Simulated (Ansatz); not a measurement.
# PbSe (Clausthalite) (Fm-3m) in Ansatz: a series of runs

Runs on PbSe (Clausthalite). Level: BLYP+D4. Tasks: single point, equation of state.

Program: Ansatz 0.2.0. These are calculated values, not measurements. Logs are shortened: lines on timing, memory, paths and dates and some standing lists are left out, and cuts for length are marked.

### Step 1. The structure

It takes space group Fm-3m (No. 225, cubic). The conventional cell has a = 6.121 Å, b = 6.121 Å, c = 6.121 Å, α = 90.00°, β = 90.00°, γ = 90.00°. Pb (site symmetry m-3m) has 6 Se at 3.06 Å as nearest neighbours. Around Se (site symmetry m-3m) lie 6 Pb at 3.06 Å.

### Step 2. Single point, BLYP+D4, 26.95 Å³/atom (volume scaled by 0.94)

input.yaml reads:

```yaml
crystal:
  lattice:
    - [0.0, 2.9981702236, 2.9981702236]
    - [2.9981702236, 0.0, 2.9981702236]
    - [2.9981702236, 2.9981702236, 0.0]
  atoms:
    - { symbol: Pb, position: [0.0, 0.0, 0.0] }
    - { symbol: Se, position: [0.5, 0.5, 0.5] }
hamiltonian:
  xc: blyp
  pseudopotentials: { kind: paw }
  dispersion: d4
kpoints:
  mp_grid: { grid: [8, 8, 8] }
scf:
  occupations: { method: fermi_dirac, width: 0.05 }
output:
  forces: true
  stress: true
  eigenvalues: true
```

Potentials or basis: Ansatz PAW.

The run is started by

```sh
ansatz run input.yaml --threads 2 --pin off --max-ram 5120MiB --backend cpu --events-out ev --progress --plain --runs-dir out
```

Log:

```text
Warning: RAYON_NUM_THREADS=2 ignored (pool sized by the plan → 2); use --threads N
Engine: ansatz 0.2.0, aarch64-unknown-linux-gnu
Pseudopotentials: kind: paw
Pseudopotential: Pb, paw, valence charge 14, recommended cutoff 420 eV (normal), Pb.paw.azcp
Pseudopotential: Se, paw, valence charge 16, recommended cutoff 420 eV (normal), Se.paw.azcp
Functional definition: BLYP
  parameter beta = 0.0042
  parameter a = 0.04918
  parameter b = 0.132
  parameter c = 0.2533
  parameter d = 0.349
  exchange = b88_x(beta = beta)
  correlation = lyp_c(a = a, b = b, c = c, d = d)
Crystal: 2 atoms, lattice volume = 53.901 Å³
Basis set: ecut = 420 eV, 1067 PW (Γ), exchange–correlation on 60×60×60 points (8 copies of the dense FFT grid, shifted against one another)
Bands: 19, of which v1, the nominal top of the filled ones, is band 15 counted from 1 (14 counted from 0)
Symmetry: 48 space group operations
Space group: Fm-3m (ITA 225), of the structure as read, at distance tolerance 3.8e-5 Å
k-points: 29 of 512
Non-local potential: Pb, projectors of the file, l = 0: 2, l = 1: 2, l = 2: 2, l = 3: 2
Non-local potential: Se, projectors of the file, l = 0: 2, l = 1: 2, l = 2: 3, l = 3: 1
PAW form: soft (Blöchl's): semilocal exchange-correlation on the pseudo side does not see the compensation charge
PAW frozen core: Pb, regenerated for the run's functional, and the local potential with it (the file was generated under x = pbe(κ = 0.804, μ = 0.2195149727645171), c = pbe(β = 0.06672455060314922))
PAW frozen core: Se, regenerated for the run's functional, and the local potential with it (the file was generated under x = pbe(κ = 0.804, μ = 0.2195149727645171), c = pbe(β = 0.06672455060314922))
PAW one-centre angular grid: Pb, 590 points (default); XC on 64 Gauss nodes
PAW one-centre angular grid: Se, 590 points (default); XC on 64 Gauss nodes
Initial density: superposition of atomic densities (neutral atoms: chi_scale 0, normalization atom), corrected by the library's trained network
Initial wavefunctions: pseudopotential atomic-orbital guess
Functional: x = b88, c = lyp
SCF iter   1: F=—  HF=-17417.387669 eV  |F-HF|=—  |Δ(HF+E_count)|=         —  Δρ=7.94e-3  dr2=4.26e-2  ethr=1.77e-3  ⟨swp⟩=6.0  Hψ=2683  notcnv=0
preconditioner: auto → none  [insulator: Δε(μ)=0.281 eV  Ē_g=15.610 eV  σ=0.050 eV  W_gap=0.89  n_scr=14 (ndim 8)  ℏωp=22.6 eV  f_vac=0.015  D(μ)=0.03/eV (n_scr^D=0)  ε∞_Penn≈3.1]
SCF iter   2: F=—  HF=-17417.375370 eV  |F-HF|=—  |Δ(HF+E_count)|=   1.23e-2  Δρ=1.98e-3  dr2=3.84e-3  ethr=1.42e-4  ⟨swp⟩=2.2  Hψ=1022  notcnv=0
SCF iter   3: F=—  HF=-17417.373820 eV  |F-HF|=—  |Δ(HF+E_count)|=   1.55e-3  Δρ=1.21e-3  dr2=5.78e-4  ethr=1.28e-5  ⟨swp⟩=2.0  Hψ=1088  notcnv=0
SCF iter   4: F=—  HF=-17417.373715 eV  |F-HF|=—  |Δ(HF+E_count)|=   1.06e-4  Δρ=2.48e-4  dr2=2.95e-5  ethr=1.93e-6  ⟨swp⟩=2.2  Hψ=810  notcnv=0
SCF iter   5: F=—  HF=-17417.373711 eV  |F-HF|=—  |Δ(HF+E_count)|=   3.69e-6  Δρ=4.03e-5  dr2=6.41e-7  ethr=9.84e-8  ⟨swp⟩=2.0  Hψ=674  notcnv=0
SCF iter   6: F=-17417.373712 eV  HF=-17417.373712 eV  |F-HF|=2.92e-8  |Δ(HF+E_count)|=   4.80e-7  Δρ=7.96e-6  dr2=1.64e-8  ethr=3.33e-10  ⟨swp⟩=6.1  Hψ=2452  notcnv=0
SCF 1 converged in 6 iterations: F = -17417.373712 eV  dr2 = 1.64e-8
SCF converged after 6 iterations
Free energy (F): -17417.373712 eV
Harris-Foulkes:  -17417.373712 eV  (|F-HF|=2.92e-8)
Internal energy: -17417.373167 eV  (E = F + TS)
E sigma→0 (E₀):  -17417.373439 eV
Entropy (-TS):   -0.000545 eV (-0.272 meV/atom)
Fermi energy:    10.617248 eV
--- Per-component energies (eV) ---
  E_band       = -387.956395
  E_kinetic    = 410.574709
  E_local      = -3428.341791  (includes V_loc(G=0)·N_el)
  E_nonlocal   = -251.706321
  E_hartree    = 1608.866065
  E_xc         = -323.686358
  E_vxc        = -228.346270  (∫ρ·V_xc dr)
  E_paw        = -12357.170228  (= ΣΔE_a)
  E_vpaw       = -107.869632  (= ΣTr[D̂ρ^β])
  E_aug_tail   = -0.000612  (compensation charges beyond the density's cutoff)
  E_ewald      = -3074.469137
  E_disp       = -1.586473  (pairwise vdW)
  E_core_change = 0.146979  (= ΣΔE_core)
  E_smearing   = -0.000545  (= −TS)
  E_closure    = 0.000000  (closes the sum)
  Σ components = -17417.373712   (vs F -17417.373712, Δ=0.00e0)
--- Forces (eV/Å), atoms counted from 1 ---
  atom   1  Pb    -0.00000000     0.00000000     0.00000000
  atom   2  Se     0.00000000     0.00000000    -0.00000000
  max |Σ_I F_I| component: 1.18e-29 eV/Å
--- Stress (GPa, compression-positive) ---
        5.743838      -0.000000       0.000000
        0.000000       5.743838      -0.000000
        0.000000      -0.000000       5.743838
  P = ⅓ Tr σ = 5.7438 GPa (57.438 kbar)
--- Band table (eV; the first three rows and the last of 29) ---
  k-point 0: bands = ["-36.9139", "-36.9139", "-36.9103", "-36.9103", "-36.9103", "-6.5235", "-6.5235", "-6.5226", "-6.5226", "-6.5226", "-3.6805", "4.1265", "8.3228", "8.3228", "8.3228", "15.2325", "15.2325", "15.2325", "17.0985"]
  k-point 1: bands = ["-36.9139", "-36.9139", "-36.9103", "-36.9103", "-36.9103", "-6.5281", "-6.5281", "-6.5220", "-6.5167", "-6.5167", "-3.5505", "3.6548", "8.3717", "8.3717", "8.6680", "14.1789", "14.5205", "14.5205", "16.9735"]
  k-point 2: bands = ["-36.9139", "-36.9139", "-36.9103", "-36.9103", "-36.9103", "-6.5396", "-6.5396", "-6.5209", "-6.5023", "-6.5023", "-3.1905", "2.6483", "8.5129", "8.5129", "9.3294", "12.6701", "13.3351", "13.3351", "17.2206"]
  k-point 28: bands = ["-36.9139", "-36.9139", "-36.9102", "-36.9102", "-36.9101", "-6.6509", "-6.5256", "-6.5075", "-6.5075", "-6.4667", "-1.9931", "2.1085", "5.8592", "5.8592", "9.5640", "12.3071", "15.5546", "15.5546", "18.4316"]
```

It took 1.1 s on 2 threads of Arm Neoverse V1, shared host; peak memory 0.33 GiB.

What came out:

- Free energy: -17417.3737 eV
- Pressure: 5.7 GPa
- Band gap on the k mesh: 0.21 eV, direct

Caveat: spin-orbit coupling is left out, which as a rule narrows the gap of such compounds by several tenths of an eV; the PAW data sets come from PBE, with cores solved anew for the run's functional, which leaves a small shift of forces and pressure.

### Step 3. Single point, BLYP+D4, 27.52 Å³/atom (volume scaled by 0.96)

Edit input.yaml of step 2 so:

```diff
@@ -2,5 +2,5 @@
   lattice:
-    - [0.0, 2.9981702236, 2.9981702236]
-    - [2.9981702236, 0.0, 2.9981702236]
-    - [2.9981702236, 2.9981702236, 0.0]
+    - [0.0, 3.0192847941, 3.0192847941]
+    - [3.0192847941, 0.0, 3.0192847941]
+    - [3.0192847941, 3.0192847941, 0.0]
   atoms:
```

Potentials or basis: Ansatz PAW.

The run is started by

```sh
ansatz run input.yaml --threads 2 --pin off --max-ram 5120MiB --backend cpu --events-out ev --progress --plain --runs-dir out
```

It took 1.1 s on 2 threads of Arm Neoverse V1, shared host; peak memory 0.33 GiB.

Results (log left out):

- Free energy: -17417.4095 eV
- Pressure: 4.3 GPa
- Band gap on the k mesh: 0.28 eV, direct

Caveat: spin-orbit coupling is left out, which as a rule narrows the gap of such compounds by several tenths of an eV; the PAW data sets come from PBE, with cores solved anew for the run's functional, which leaves a small shift of forces and pressure.

### Step 4. Single point, BLYP+D4, 28.10 Å³/atom (volume scaled by 0.98)

Edit input.yaml of step 3 so:

```diff
@@ -2,5 +2,5 @@
   lattice:
-    - [0.0, 3.0192847941, 3.0192847941]
-    - [3.0192847941, 0.0, 3.0192847941]
-    - [3.0192847941, 3.0192847941, 0.0]
+    - [0.0, 3.0401081059, 3.0401081059]
+    - [3.0401081059, 0.0, 3.0401081059]
+    - [3.0401081059, 3.0401081059, 0.0]
   atoms:
```

The run is started by

```sh
ansatz run input.yaml --threads 2 --pin off --max-ram 5120MiB --backend cpu --events-out ev --progress --plain --runs-dir out
```

Wall time 1.1 s (2 threads of Arm Neoverse V1, shared host); peak memory 0.33 GiB.

The run converged. Its results:

```yaml
Free_energy: -17417.4353 eV
Pressure: 3.0 GPa
Band_gap_on_the_k_mesh: 0.35 eV, direct
```

Caveat: spin-orbit coupling is left out, which as a rule narrows the gap of such compounds by several tenths of an eV; the PAW data sets come from PBE, with cores solved anew for the run's functional, which leaves a small shift of forces and pressure.

### Step 5. Single point, BLYP+D4, 28.67 Å³/atom

Edit input.yaml of step 4 so:

```diff
@@ -2,5 +2,5 @@
   lattice:
-    - [0.0, 3.0401081059, 3.0401081059]
-    - [3.0401081059, 0.0, 3.0401081059]
-    - [3.0401081059, 3.0401081059, 0.0]
+    - [0.0, 3.06065, 3.06065]
+    - [3.06065, 0.0, 3.06065]
+    - [3.06065, 3.06065, 0.0]
   atoms:
```

The run is started by

```sh
ansatz run input.yaml --threads 2 --pin off --max-ram 5120MiB --backend cpu --events-out ev --progress --plain --runs-dir out
```

It took 1.1 s on 2 threads of Arm Neoverse V1, shared host; peak memory 0.33 GiB.

The run converged. Its results:

```
Free energy            : -17417.4521 eV
Pressure               : 1.8 GPa
Band gap on the k mesh : 0.41 eV, direct
```

Caveat: spin-orbit coupling is left out, which as a rule narrows the gap of such compounds by several tenths of an eV; the PAW data sets come from PBE, with cores solved anew for the run's functional, which leaves a small shift of forces and pressure.

### Step 6. Single point, BLYP+D4, 29.24 Å³/atom (volume scaled by 1.02)

Edit input.yaml of step 5 so:

```diff
@@ -2,5 +2,5 @@
   lattice:
-    - [0.0, 3.06065, 3.06065]
-    - [3.06065, 0.0, 3.06065]
-    - [3.06065, 3.06065, 0.0]
+    - [0.0, 3.080919796, 3.080919796]
+    - [3.080919796, 0.0, 3.080919796]
+    - [3.080919796, 3.080919796, 0.0]
   atoms:
@@ -20 +20,5 @@
   eigenvalues: true
+  write_density: true
+  write_potential: true
+  elf: true
+  volumetric_format: npy
```

Potentials or basis: Ansatz PAW.

The run is started by

```sh
ansatz run input.yaml --threads 2 --pin off --max-ram 5120MiB --backend cpu --events-out ev --progress --plain --runs-dir out
```

Run time: 1.4 s. Hardware: 2 threads of Arm Neoverse V1, shared host; peak memory 0.34 GiB.

It converged, with:

| Quantity | Value |
| --- | --- |
| Free energy | -17417.4612 eV |
| Pressure | 0.8 GPa |
| Band gap on the k mesh | 0.47 eV, direct |

Caveat: spin-orbit coupling is left out, which as a rule narrows the gap of such compounds by several tenths of an eV; the PAW data sets come from PBE, with cores solved anew for the run's functional, which leaves a small shift of forces and pressure.

### Step 7. Single point, BLYP+D4, 29.82 Å³/atom (volume scaled by 1.04)

input.yaml reads:

```yaml
crystal:
  lattice:
    - [0.0, 3.1009263293, 3.1009263293]
    - [3.1009263293, 0.0, 3.1009263293]
    - [3.1009263293, 3.1009263293, 0.0]
  atoms:
    - { symbol: Pb, position: [0.0, 0.0, 0.0] }
    - { symbol: Se, position: [0.5, 0.5, 0.5] }
hamiltonian:
  xc: blyp
  pseudopotentials: { kind: paw }
  dispersion: d4
kpoints:
  mp_grid: { grid: [8, 8, 8] }
scf:
  occupations: { method: fermi_dirac, width: 0.05 }
output:
  forces: true
  stress: true
  eigenvalues: true
```

The run is started by

```sh
ansatz run input.yaml --threads 2 --pin off --max-ram 5120MiB --backend cpu --events-out ev --progress --plain --runs-dir out
```

Wall time 1.1 s (2 threads of Arm Neoverse V1, shared host); peak memory 0.34 GiB.

It converged, with:

```yaml
Free_energy: -17417.4646 eV
Pressure: 0.3 GPa
Band_gap_on_the_k_mesh: 0.52 eV, direct
```

Caveat: spin-orbit coupling is left out, which as a rule narrows the gap of such compounds by several tenths of an eV; the PAW data sets come from PBE, with cores solved anew for the run's functional, which leaves a small shift of forces and pressure.

### Step 8. Single point, BLYP+D4, 30.39 Å³/atom (volume scaled by 1.06)

Edit input.yaml of step 7 so:

```diff
@@ -2,5 +2,5 @@
   lattice:
-    - [0.0, 3.1009263293, 3.1009263293]
-    - [3.1009263293, 0.0, 3.1009263293]
-    - [3.1009263293, 3.1009263293, 0.0]
+    - [0.0, 3.1206779849, 3.1206779849]
+    - [3.1206779849, 0.0, 3.1206779849]
+    - [3.1206779849, 3.1206779849, 0.0]
   atoms:
```

The run is started by

```sh
ansatz run input.yaml --threads 2 --pin off --max-ram 5120MiB --backend cpu --events-out ev --progress --plain --runs-dir out
```

Wall time 1.2 s (2 threads of Arm Neoverse V1, shared host); peak memory 0.34 GiB.

It converged, with:

```yaml
Free_energy: -17417.4695 eV
Pressure: 1.5 GPa
Band_gap_on_the_k_mesh: 0.57 eV, direct
```

Caveat: spin-orbit coupling is left out, which as a rule narrows the gap of such compounds by several tenths of an eV; the PAW data sets come from PBE, with cores solved anew for the run's functional, which leaves a small shift of forces and pressure.

### Step 9. Equation of state, BLYP+D4

Potentials or basis: Ansatz PAW.

This step only gathers the single runs of the series.

What came out:

| Property | Result |
| --- | --- |
| Equilibrium volume | outside the volumes run |

Energy against volume, from the lowest point:
```tsv
volume (Å³/atom)	energy (meV/atom)
26.951	47.89
27.524	30.00
28.097	17.11
28.671	8.68
29.244	4.16
29.818	2.44
30.391	0.00
```

Caveat: the potentials were made for another functional, which shifts forces and pressure. Spin-orbit coupling is left out, which matters for the levels of Pb.
